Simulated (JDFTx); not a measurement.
# C: equation of state with LDA

**What was measured.**

From “Equation of state of cubic boron nitride at high pressures and temperatures”, 2007, arxiv:cond-mat/0702656, for a bulk crystal of C: bulk modulus 442 ± 5 GPa.

C:

```xyz
2
Lattice="0.0000 1.7834 1.7834 1.7834 0.0000 1.7834 1.7834 1.7834 0.0000" Properties=species:S:1:pos:R:3 pbc="T T T"
C     2.6751    2.6751    2.6751
C     1.7834    1.7834    1.7834
```

This isn't the form of C at room conditions, which is graphite.

| Item | Value |
| --- | --- |
| Program | JDFTx 1.7.0 (patched build) |
| Task | equation of state |
| Functional | LDA |
| Potentials or basis | PseudoDojo-SR-LDA-0.4.1-standard with smoothed tails |
| Cutoff | 1116 eV |
| Density cutoff | 8925 eV |
| k mesh | 13 × 13 × 13 |
| Occupations | gaussian, width 0.05 eV |
| Spin | no spin polarisation |

* Equilibrium volume: 5.53 Å³/atom
* Bulk modulus: 465 GPa
* Pressure derivative of the bulk modulus: 3.7

Energy against volume, from the lowest point:
```
volume (Å³/atom)  energy (meV/atom)
           5.332              11.29
           5.445               2.01
           5.558               0.00
           5.672               4.62
           5.785              15.26
           5.899              31.37
           6.012              52.46
```

Against the measured bulk modulus of C, 442 GPa (quoted in “Equation of state of cubic boron nitride at high pressures and temperatures”, 2007, arxiv:cond-mat/0702656), the calculated 465 GPa is off by +5.2 %. 3 values of this kind are on record (442 to 444.8 GPa); this one was drawn at random among those near their median, those with a stated uncertainty first. The fit is for a static lattice scaled at fixed shape and fixed fractional positions. The cell as given is a measured one (5.67 Å³/atom); LDA puts the equilibrium volume -2.4 % from it, thermal expansion not counted.
